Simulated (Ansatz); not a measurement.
# What Be2H3I (built on the sites of a database entry of Sr2H3I) distorts into

Which phase does Be2H3I (built on the sites of a database entry of Sr2H3I) fall into along its unstable mode, and how much energy does it gain?

Calculated with Ansatz 0.2.0; DFT PBEsol, scalar-relativistic, plane waves, PAW.

The structure was built from a prototype and need not be the compound's stable phase.

### Step 1. The starting structure

Symmetry: P-3m1, No. 164, trigonal system. Conventional cell: a = 3.454 Å, b = 3.454 Å, c = 5.643 Å, α = 90.00°, β = 90.00°, γ = 120.00°. Nearest to Be lie 7 H at 1.46 to 2.11 Å and 3 Be at 2.44 Å and 3 I at 2.91 Å. H has 6 Be at 2.11 Å and 6 H at 2.13 Å nearest. Nearest to H lie 1 Be at 1.46 Å. Nearest to I lie 8 H at 2.82 to 2.87 Å and 6 Be at 2.91 Å. Farther neighbours and most contacts between anions are not listed.

### Step 2. Response at finite wavevector

The cell comes from relaxations at this level that are not shown. Stability and thermal properties need the whole zone. Linear response on a 3×3×2 q mesh gives force constants as far as a supercell of that size would.

The input, input.yaml:

```yaml
crystal:
  lattice:
    - [3.4536400321, 3.372e-06, 0.0]
    - [-1.7268229363, 2.9909383173, 0.0]
    - [0.0, 0.0, 5.6431505783]
  atoms:
    - { symbol: Be, position: [0.6666666667, 0.3333333333, 0.6240659027] }
    - { symbol: Be, position: [0.3333333333, 0.6666666667, 0.3759340973] }
    - { symbol: H, position: [0.0, 0.0, 0.5] }
    - { symbol: H, position: [0.6666666667, 0.3333333333, 0.3657961977] }
    - { symbol: H, position: [0.3333333333, 0.6666666667, 0.6342038023] }
    - { symbol: I, position: [0.0, 0.0, 0.0] }
kpoints:
  mp_grid: { grid: [12, 12, 6] }
hamiltonian:
  xc: pbesol
scf:
  occupations: { method: methfessel_paxton, width: 0.15 }
output:
  eigenvalues: true
phonons:
  method: dfpt
  qmesh: [3, 3, 2]
  temperatures: { t_max: 1000, t_step: 50 }
  qpath:
    path:
      - [[0.0, 0.0, 0.0], [0.5, 0.0, 0.0], [0.33333333, 0.33333333, 0.0], [0.0, 0.0, 0.0], [0.0, 0.0, 0.5], [0.5, 0.0, 0.5], [0.33333333, 0.33333333, 0.5], [0.0, 0.0, 0.5]]
      - [[0.5, 0.0, 0.5], [0.5, 0.0, 0.0]]
      - [[0.33333333, 0.33333333, 0.5], [0.33333333, 0.33333333, 0.0]]
    npoints: 10
```

Started as:

```sh
$ ansatz run input.yaml --threads 4 --pin off --max-ram 7168MiB --backend cpu --events-out ev --progress --plain --runs-dir out
```

Numbers of over 12 decimals in the logs are rounded to 6 here.

Output:

```text
Warning: phonons: the dynamical matrix that this run interpolates holds no multipole term above the dipole-dipole one, and a site of this crystal is no centre of inversion, so its interpolated transverse optical and acoustic branches and sound speeds can stay off near Gamma, and the density of states and the thermodynamics with them. What a run solves at a wave vector of phonons.qpoints, Gamma apart, where the deck admits one, is free of this, and under fd what a larger phonons.supercell samples
Engine: ansatz 0.2.0, aarch64-unknown-linux-gnu
Pseudopotentials: kind: paw
Pseudopotential: Be, paw, valence charge 2, recommended cutoff 420 eV (normal), Be.paw.azcp
Pseudopotential: H, paw, valence charge 1, recommended cutoff 420 eV (normal), H.paw.azcp
Pseudopotential: I, paw, valence charge 17, recommended cutoff 420 eV (normal), I.paw.azcp
Functional definition: PBEsol
  exchange = pbesol_x
  correlation = pbesol_c
Crystal: 6 atoms, lattice volume = 58.292 Å³
Basis set: ecut = 420 eV, 1123 PW (Γ), exchange–correlation on 48×48×80 points (8 copies of the dense FFT grid, shifted against one another)
Bands: 18, of which v1, the nominal top of the filled ones, is band 12 counted from 1 (11 counted from 0)
Symmetry: 12 space group operations
k-points: 100 of 864
Non-local potential: Be, projectors of the file, l = 0: 2, l = 1: 2, l = 2: 1
Non-local potential: H, projectors of the file, l = 0: 2, l = 1: 1
Non-local potential: I, projectors of the file, l = 0: 2, l = 1: 2, l = 2: 2, l = 3: 2
PAW form: soft (Blöchl's): semilocal exchange-correlation on the pseudo side does not see the compensation charge
PAW frozen core: Be, regenerated for the run's functional, and the local potential with it (the file was generated under x = pbe(κ = 0.804, μ = 0.219515), c = pbe(β = 0.066725))
PAW frozen core: I, regenerated for the run's functional, and the local potential with it (the file was generated under x = pbe(κ = 0.804, μ = 0.219515), c = pbe(β = 0.066725))
PAW one-centre angular grid: Be, 110 points (default); XC on 64 Gauss nodes
PAW one-centre angular grid: H, 110 points (default); XC on 64 Gauss nodes
PAW one-centre angular grid: I, 590 points (default); XC on 64 Gauss nodes
Initial density: superposition of atomic densities (neutral atoms: chi_scale 0, normalization atom), corrected by the library's trained network
Initial wavefunctions: pseudopotential atomic-orbital guess
Functional: x = pbesol(κ = 0.804, μ = 0.123457), c = pbesol(β = 0.046)
SCF iter   1: F=—  HF=-7656.950585 eV  |F-HF|=—  |Δ(HF+E_count)|=         —  Δρ=6.19e-3  dr2=3.58e-2  ethr=1.77e-3  ⟨swp⟩=6.6  Hψ=10405  notcnv=0
preconditioner: auto → Kerker (q_TF=auto, 2.353 Å⁻¹)  [metal: Δε(μ)=0.072 eV  Ē_g=10.128 eV  σ=0.150 eV  W_gap=0.38  n_scr=10 (ndim 8)  ℏωp=18.2 eV  f_vac=0.000  D(μ)=0.95/eV (n_scr^D=2)]
SCF iter   2: F=—  HF=-7656.942805 eV  |F-HF|=—  |Δ(HF+E_count)|=   7.78e-3  S|Δr|=    0.00e0  Δρ=3.13e-3  dr2=1.15e-2  ethr=1.49e-4  ⟨swp⟩=1.0  Hψ=2600  notcnv=0
SCF iter   3: F=—  HF=-7656.939776 eV  |F-HF|=—  |Δ(HF+E_count)|=   3.03e-3  S|Δr|=    0.00e0  Δρ=7.48e-4  dr2=9.20e-4  ethr=4.78e-5  ⟨swp⟩=2.1  Hψ=1949  notcnv=0
SCF iter   4: F=—  HF=-7656.939580 eV  |F-HF|=—  |Δ(HF+E_count)|=   1.96e-4  S|Δr|=    0.00e0  Δρ=3.07e-4  dr2=1.66e-4  ethr=3.83e-6  ⟨swp⟩=2.4  Hψ=2226  notcnv=0
SCF iter   5: F=—  HF=-7656.939541 eV  |F-HF|=—  |Δ(HF+E_count)|=   3.90e-5  S|Δr|=    0.00e0  Δρ=9.53e-5  dr2=7.69e-6  ethr=6.91e-7  ⟨swp⟩=2.0  Hψ=2027  notcnv=0
SCF iter   6: F=—  HF=-7656.939538 eV  |F-HF|=—  |Δ(HF+E_count)|=   2.51e-6  S|Δr|=    0.00e0  Δρ=1.76e-5  dr2=2.52e-7  ethr=3.20e-8  ⟨swp⟩=3.0  Hψ=2786  notcnv=0
SCF iter   7: F=—  HF=-7656.939538 eV  |F-HF|=—  |Δ(HF+E_count)|=   1.14e-7  S|Δr|=    0.00e0  Δρ=3.39e-6  dr2=9.27e-9  ethr=1.05e-9  ⟨swp⟩=2.0  Hψ=2360  notcnv=0
SCF iter   8: F=—  HF=-7656.939538 eV  |F-HF|=—  |Δ(HF+E_count)|=  5.73e-10  S|Δr|=    0.00e0  Δρ=1.06e-6  dr2=1.04e-9  ethr=3.86e-11  ⟨swp⟩=2.2  Hψ=2384  notcnv=0
SCF iter   9: F=—  HF=-7656.939538 eV  |F-HF|=—  |Δ(HF+E_count)|=  3.44e-10  S|Δr|=    0.00e0  Δρ=1.89e-7  dr2=3.61e-11  ethr=4.33e-12  ⟨swp⟩=3.0  Hψ=3094  notcnv=0
SCF iter  10: F=-7656.939538 eV  HF=-7656.939538 eV  |F-HF|=3.64e-12  |Δ(HF+E_count)|=  1.46e-11  S|Δr|=    0.00e0  Δρ=2.14e-8  dr2=2.94e-13  ethr=1.00e-12  ⟨swp⟩=10.1  Hψ=9486  notcnv=0
SCF 1 converged in 10 iterations: F = -7656.939538 eV  dr2 = 2.94e-13
  greatest PAW one-centre occupation: 0.999 electrons in one spin orbital (limit 2), on the I atom at site 5 (counted from 0), in its partial waves of l = 2
Initial density: read from a saved state, or passed on in memory by an earlier SCF of this step, an earlier step, the calling program or the single point that the run made first
iter 1 solved again at ethr=9.50e-7 eV; its pass at ethr=3.10e-3 eV (dr2=2.28e-4 eV) is discarded
SCF iter   1: F=—  HF=-7656.939537 eV  |F-HF|=—  |Δ(HF+E_count)|=         —  Δρ=9.63e-7  dr2=3.06e-10  ethr=9.50e-7  ⟨swp⟩=2.3  Hψ=14137  notcnv=0
eigensolver tolerance schedule: the retry pair's looser diagonalisation over-reported the residual by 744073.06 of it (diagonalisation noise at an unbounded share of the residual, at the tolerance the schedule requests for it); recorded, not acted on — ethr = c·dr2/N_el stays at c = 1.0e-1
preconditioner: auto → Kerker (q_TF=auto, 2.353 Å⁻¹)  [metal: Δε(μ)=0.074 eV  Ē_g=10.097 eV  σ=0.150 eV  W_gap=0.40  n_scr=10 (ndim 8)  ℏωp=18.2 eV  f_vac=0.000  D(μ)=0.97/eV (n_scr^D=2)]
SCF iter   2: F=—  HF=-7656.939538 eV  |F-HF|=—  |Δ(HF+E_count)|=   8.63e-7  S|Δr|=    0.00e0  Δρ=4.04e-7  dr2=4.52e-11  ethr=1.28e-12  ⟨swp⟩=4.2  Hψ=4469  notcnv=0
SCF iter   3: F=—  HF=-7656.939538 eV  |F-HF|=—  |Δ(HF+E_count)|=  9.09e-13  S|Δr|=    0.00e0  Δρ=2.80e-7  dr2=2.30e-11  ethr=1.00e-12  ⟨swp⟩=3.9  Hψ=5739  notcnv=0
SCF iter   4: F=-7656.939538 eV  HF=-7656.939538 eV  |F-HF|=2.73e-12  |Δ(HF+E_count)|=  5.46e-12  S|Δr|=    0.00e0  Δρ=1.38e-7  dr2=6.23e-12  ethr=1.00e-12  ⟨swp⟩=1.0  Hψ=4001  notcnv=0
SCF 2 converged in 4 iterations: F = -7656.939538 eV  dr2 = 6.23e-12
phonons: the bands overlap, so this run is a metal and interpolates without the dipole-dipole term. If the crystal is really an insulator or semiconductor, its LO-TO splitting is missing
NSCF: frozen V_eff on 100 k-points
NSCF: frozen V_eff on 436 k-points
DFPT response loops at q = (0, 0, 0) (fractional): preconditioner auto → Kerker (q_TF=auto, 2.353 Å⁻¹) (partly filled bands, converged f_vac=0.000); β = 1.00, the filter's whole step (`scf.mixing.beta` (0.50) is not read by the response loops under this deck's `scf.mixing.preconditioner`; to damp them name `kerker` or `kerker_dos`, under which they read `scf.mixing.beta`, and type it under 1.00, their step now; both keys bind the ground state too); Broyden in place of MSR1
NSCF: frozen V_eff on 872 k-points
DFPT response loops at q = (0, 0, -0.5) (fractional): mixed as the last ones told, above
NSCF: frozen V_eff on 1728 k-points
DFPT response loops at q = (0, 0.333333, 0) (fractional): mixed as the last ones told, above
NSCF: frozen V_eff on 1728 k-points
DFPT response loops at q = (0, 0.333333, -0.5) (fractional): mixed as the last ones told, above
NSCF: frozen V_eff on 1728 k-points
DFPT response loops at q = (0.333333, 0.333333, 0) (fractional): mixed as the last ones told, above
NSCF: frozen V_eff on 1728 k-points
DFPT response loops at q = (0.333333, 0.333333, -0.5) (fractional): mixed as the last ones told, above
SCF converged after 10 iterations
Stability not checked: this state was not tested for a lower state beside it, because cold or Methfessel-Paxton smearing, or corrected tetrahedra, fill the levels in a way that the test cannot read (fill_not_monotonic; see scf.lower_state_search)
Free energy (F): -7656.939538 eV
Harris-Foulkes:  -7656.939538 eV  (|F-HF|=3.64e-12)
Internal energy: -7656.940377 eV  (E = F + TS)
E sigma→0 (E₀):  -7656.939748 eV
Entropy (-TS):   0.000839 eV (0.140 meV/atom)
Fermi energy:    8.876573 eV
--- Per-component energies (eV) ---
  E_band       = -336.062137
  E_kinetic    = 266.844493
  E_local      = -2069.480822  (includes V_loc(G=0)·N_el)
  E_nonlocal   = -77.574200
  E_hartree    = 1083.506737
  E_xc         = -192.003794
  E_vxc        = -203.603411  (∫ρ·V_xc dr)
  E_paw        = -4850.871984  (= ΣΔE_a)
  E_vpaw       = -419.258513  (= ΣTr[D̂ρ^β])
  E_aug_tail   = -0.003148  (compensation charges beyond the density's cutoff)
  E_ewald      = -1817.788864
  E_core_change = 0.431205  (= ΣΔE_core)
  E_smearing   = 0.000839  (= −TS)
  E_closure    = 0.000000  (closes the sum)
  Σ components = -7656.939538   (vs F -7656.939538, Δ=0.00e0)
--- Band table (eV; the first three rows and the last of 100) ---
  k-point 0: bands = [... 8 lower, 8.0825, 8.2459, 8.2459, 9.6901, 11.3781, 11.3781, 11.9021, 14.5185, ... 2 higher]
  k-point 1: bands = [... 8 lower, 7.4516, 8.2604, 8.2604, 9.7139, 11.4340, 11.4340, 12.1908, 14.2471, ... 2 higher]
  k-point 2: bands = [... 8 lower, 6.0463, 8.2900, 8.2900, 9.7600, 11.5656, 11.5656, 12.5979, 13.7675, ... 2 higher]
  k-point 99: bands = [... 8 lower, 1.8778, 3.2137, 3.2137, 7.4546, 10.4579, 10.4579, 12.1353, 13.6395, ... 2 higher]
--- Phonons (Γ-DFPT): 8 representative perturbations + reference (Σ response iterations 26) ---
  ASR residual: 3.995e-5 → 0.000e0 eV/Å²; symmetrization residual: 2.145e-6 eV/Å²
  ASR residual per site (eV/Å²): 4.00e-5 4.00e-5 3.65e-6 3.79e-6 3.79e-6 5.83e-6
  Γ frequencies (cm⁻¹): -1040.42 -1040.42 -338.99 -338.99 -99.72 -99.72 -15.71 0.00 0.00 0.00 477.72 639.96 677.20 677.20 783.03 783.03 1563.89 1569.23
--- Phonons (arbitrary-q DFPT): 6 irreducible q on the 3×3×2 mesh ---
  q = [0.0000, 0.0000, 0.0000] (star 1, of the zone-centre solve; hermiticity 4.88e-7, symmetrization 6.81e-8): -1040.42 -1040.42 -338.99 -338.99 -99.72 -99.72 -15.71 -0.00 -0.00 0.00 477.72 639.96 677.20 677.20 783.03 783.03 1563.89 1569.23
  q = [0.0000, 0.0000, -0.5000] (star 1, 8 solved perturbations in 2144 linear systems a pass and spin channel, the states on 436 of 864 k-point pairs; hermiticity 2.80e-7, symmetrization 1.47e-8): -1038.47 -1038.47 -347.25 -347.25 -71.47 -71.47 -16.51 -16.51 60.03 260.42 374.46 648.30 648.30 729.87 799.96 799.96 1557.71 1601.88
  q = [0.0000, 0.3333, 0.0000] (star 6, 12 solved perturbations in 8784 linear systems a pass and spin channel, the states on 864 of 864 k-point pairs; hermiticity 3.26e-7, symmetrization 3.72e-8): -973.29 -662.48 -406.94 -321.10 -286.29 -100.96 -79.12 58.23 65.23 153.53 239.16 375.21 511.27 708.06 873.39 895.99 1561.21 1561.67
  q = [0.0000, 0.3333, -0.5000] (star 6, 12 solved perturbations in 8784 linear systems a pass and spin channel, the states on 864 of 864 k-point pairs; hermiticity 2.71e-7, symmetrization 1.34e-7): -996.11 -639.91 -421.67 -320.13 -275.23 -255.58 -71.72 48.32 131.13 140.25 236.11 322.50 515.73 743.79 877.23 912.51 1559.43 1573.23
  q = [0.3333, 0.3333, 0.0000] (star 2, 8 solved perturbations in 4104 linear systems a pass and spin channel, the states on 864 of 864 k-point pairs; hermiticity 2.68e-7, symmetrization 1.78e-8): -940.88 -940.88 -371.99 -321.82 -225.39 -225.39 -65.44 60.58 60.58 142.81 171.62 171.62 696.63 801.89 845.61 845.61 1549.91 1549.91
  q = [0.3333, 0.3333, -0.5000] (star 2, 8 solved perturbations in 4104 linear systems a pass and spin channel, the states on 864 of 864 k-point pairs; hermiticity 2.84e-7, symmetrization 2.45e-8): -847.12 -847.12 -338.94 -336.77 -199.52 -199.52 -42.78 90.72 90.72 143.31 143.31 303.42 669.38 847.09 856.81 856.81 1560.24 1560.24
  sum rule: each row above includes the acoustic sum rule's correction from the zone centre's row sums; it moved no ω² by more than (1.10 cm⁻¹)²
  mesh force constants: q→R imaginary residual 0.00e0; ASR residual 3.995e-5 → 0.000e0 eV/Å²; symmetrization residual 7.994e-15 eV/Å²
  interpolated dispersion: 93 rows × 18 modes
  density of states and harmonic sums: on the 21×21×12 q-mesh, interpolated from the force constants of a 3×3×2 supercell (no non-analytic term)
  largest difference from the sums on the solved wave vectors: F 4.52e-2 eV, S 6.02e-5 and C_V 1.45e-5 eV/K
  zero-point energy: 0.439286 eV/cell   skipped modes (ω ≤ 0): 3675, of them read as no rigid motion or as one in doubt: 3672 (7.051e0 modes/cell left out, lowest -1040.42 cm⁻¹)   left out of the sums: 3.92e-1 of the cell's modes: C_V's classical limit lies that fraction below 3 k_B per atom; for a crystal, a wire or a layer, F and S can be off by more, and a phonons.interpolated_qmesh denser along its periods is the remedy for the sampling
```

Run time: 11 min. Hardware: 4 threads of Arm Neoverse V1, shared host; peak memory 2.2 GiB.

This step gave:

```yaml
volume_per_atom: 9.715 Å³
gap_on_the_k_mesh: 0 eV
sum_rule_residual_before_enforcement: 4.00e-5 eV/Å²
lowest_frequency_on_the_path: -1040 cm⁻¹
point_group: -3m
highest_frequency_on_the_path_or_at_a_solved_wavevector: 1602 cm⁻¹
highest_optical_mode_at_the_zone_centre_no_lo_to_term: 1569 cm⁻¹
lowest_optical_zone_centre_mode: -1040 cm⁻¹
lowest_mode_on_the_q_mesh_acoustic_modes_at_gamma_apart: -1040 cm⁻¹
```

Frequencies (cm⁻¹) solved at each irreducible wavevector; negative means imaginary. Frequencies by wavevector, by row:

```
q in reciprocal lattice units  star  mode 1  mode 2  mode 3  mode 4  mode 16  mode 17  mode 18
                        0 0 0     1   -1040   -1040    -339    -339      783     1564     1569
                     0 0 -0.5     1   -1038   -1038  -347.2  -347.2      800     1558     1602
                   0 0.3333 0     6  -973.3  -662.5  -406.9  -321.1      896     1561     1562
                0 0.3333 -0.5     6  -996.1  -639.9  -421.7  -320.1    912.5     1559     1573
              0.3333 0.3333 0     2  -940.9  -940.9    -372  -321.8    845.6     1550     1550
           0.3333 0.3333 -0.5     2  -847.1  -847.1  -338.9  -336.8    856.8     1560     1560
```

Interpolated from a 3×3×2 q mesh. The phonon branches at the labelled points (cm⁻¹):

```
    point  branch 1  branch 2  branch 3  branch 4  branch 15  branch 16  branch 17  branch 18
        Γ     -1040     -1040      -339      -339        783        783       1564       1569
  halfway      -984      -723      -349      -307        863        880       1564       1565
        M      -977      -685      -492      -326        884        904       1555       1557
  halfway      -978      -813      -410      -330        866        884       1553       1554
        K      -941      -941      -372      -322        846        846       1550       1550
  halfway      -975      -705      -335      -315        849        891       1563       1563
        Γ     -1040     -1040      -339      -339        783        783       1564       1569
  halfway     -1039     -1039      -343      -343        792        792       1559       1588
        A     -1038     -1038      -347      -347        800        800       1558       1602
  halfway     -1008      -731      -359      -324        865        892       1561       1581
        L      -988      -631      -505      -315        894        930       1551       1572
  halfway      -942      -732      -395      -332        882        904       1554       1568
        H      -847      -847      -339      -337        857        857       1560       1560
  halfway      -986      -703      -347      -329        847        899       1562       1575
        A     -1038     -1038      -347      -347        800        800       1558       1602
jump to L      -988      -631      -505      -315        894        930       1551       1572
  halfway      -982      -658      -498      -321        889        917       1552       1566
        M      -977      -685      -492      -326        884        904       1555       1557
jump to H      -847      -847      -339      -337        857        857       1560       1560
  halfway      -896      -896      -359      -325        852        852       1555       1555
        K      -941      -941      -372      -322        846        846       1550       1550
```

Symmetry leaves 6 wavevectors to solve. The lowest mode among them, the acoustic zeros apart, lies at Γ and is imaginary, 1040.4i cm⁻¹, so the energy falls along it.

### Step 3. The mode frozen in, largest atomic shift 0 Å

The mode followed lies at Γ with frequency 1040.4i cm⁻¹ and is 2-fold degenerate, the softest among the wavevectors solved. At small amplitude the distorted cell has space group no. 8 by a symmetry search on the positions. The undistorted cell that holds it gives the zero of energy on the same k mesh.

input.yaml, the sections that differ from step 2:

```yaml
output:
  forces: true
  stress: true
  eigenvalues: true
# crystal, kpoints, hamiltonian, scf: as in step 2
# phonons: removed
```

Output:

```text
[...]
Crystal: 6 atoms, lattice volume = 58.292 Å³
Basis set: ecut = 420 eV, 1123 PW (Γ), exchange–correlation on 48×48×80 points (8 copies of the dense FFT grid, shifted against one another)
Bands: 18, of which v1, the nominal top of the filled ones, is band 12 counted from 1 (11 counted from 0)
Symmetry: 12 space group operations
[...]
k-points: 100 of 864
[...]
k-point 0: bands = [... 8 lower, 8.0825, 8.2459, 8.2459, 9.6902, 11.3781, 11.3781, 11.9021, 14.5185, ... 2 higher]
  k-point 1: bands = [... 8 lower, 7.4517, 8.2604, 8.2604, 9.7139, 11.4340, 11.4340, 12.1908, 14.2471, ... 2 higher]
  k-point 2: bands = [... 8 lower, 6.0463, 8.2900, 8.2900, 9.7600, 11.5656, 11.5656, 12.5979, 13.7675, ... 2 higher]
  k-point 99: bands = [... 8 lower, 1.8778, 3.2137, 3.2137, 7.4546, 10.4579, 10.4579, 12.1353, 13.6395, ... 2 higher]
[key lines of the parts left out:]
SCF converged after 7 iterations
Free energy (F): -7656.939538 eV
Fermi energy:    8.876574 eV
P = ⅓ Tr σ = -0.0003 GPa (-0.003 kbar)
```

Elapsed: 1.6 s, on 4 threads; peak memory 0.39 GiB; 5.6 s of CPU time.

Numbers from this step:

```yaml
pressure: -2.52e-4 GPa
energy_from_the_undistorted_cell: 0 meV/atom
```

The run ends at a pressure of 0.00 GPa.

(Continued in part 2 of 4.)

[Logs are printed without paths, hosts, clocks, repeated set-up lines and the standing remarks that a program may print on its own settings, such as how far it seeks lower states.]

[Hosts, paths, dates, database ids (printed as entryN), source tags and the programs' standing remarks are cut or masked in the printed files.]
